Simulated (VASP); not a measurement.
A run of VASP 6.6.1 is set up as follows.

INCAR

```
SYSTEM = I
PREC = Accurate
ENCUT = 600
EDIFF = 1E-6
ISMEAR = 0
SIGMA = 0.05
LREAL = .False.
LASPH = .True.
NELM = 60
ALGO = Normal
ISIF = 3
LWAVE = .False.
LCHARG = .False.
METAGGA = R2SCAN
LMIXTAU = .True.
IBRION = 2
NSW = 40
EDIFFG = -0.005
```

Contents of KPOINTS:

```
Automatic mesh
0
Gamma
  9 9 9
  0 0 0
```

POSCAR

```
I
1.0
   -2.0893754423      2.0893754423      2.0893754423
    2.0893754423     -2.0893754423      2.0893754423
    2.0893754423      2.0893754423     -2.0893754423
I
1
Direct
    0.0000000000      0.0000000000      0.0000000000
```

Potentials or basis: VASP PAW PBE potentials, release 64 (I).

Launch:

```bash
$ cat potpaw_PBE.64/I/POTCAR > POTCAR
$ mpirun -np 1 vasp_std > vasp.out
```

Question: Estimate the band gap on the k mesh.

Answer: None (metal or under the smearing width).

Question: Predict the space group after relaxing (to 0.05 Å).

Answer: Im-3m (No. 229).

Question: Predict the relaxed volume.

Answer: 36.12 Å³/atom.

Question: Predict the relaxed cell.

Answer: a = 3.607 Å, b = 3.607 Å, c = 3.607 Å, α = 109.47°, β = 109.47°, γ = 109.47°.

Final structure:
```
I
1.0
    -2.08236    2.08236    2.08236
     2.08236   -2.08236    2.08236
     2.08236    2.08236   -2.08236
I
1
Direct
  0.00000 0.00000 0.00000
```

Caveat: the PAW data sets were made with another functional, which shifts forces and pressure a little; an odd number of electrons without spin polarisation forces a metal; a magnetic or distorted state may lie lower. The run has no spin-orbit coupling, so splittings on I are missing.
